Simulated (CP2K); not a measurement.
B in CP2K: the effect of pseudo set

B:

```
B
1.0
     2.34611    0.00000    0.00000
     0.00000    2.34611    0.00000
     0.00000    0.00000    1.58579
B
1
Direct
  0.50000 0.50000 0.50000
```

The cell was built by a generator and needn't be a form met in nature.

Alike in all runs:

* Program: CP2K 2026.2
* Task: single point
* Functional: PBE
* Density cutoff: 6123 eV
* k mesh: 11 × 11 × 16
* Occupations: fermi-dirac, width 0.05 eV
* Spin: no spin polarisation

Q: One run gave: pressure -2.0 GPa. Which pseudo set did it use?
A. PADE
B. BLYP
C. SCAN
D. PBE
E. PBE0

A: C.

```tsv
pseudo set	pressure (GPa)
PBE	-0.6
PADE	-6.0
BLYP	-1.0
SCAN	-2.0
PBE0	-0.4
```

Caveats: the basis of atomic orbitals isn't converged, which shifts pressures, moduli and gaps; the potentials were made for another functional, which shifts forces and pressure (some runs).
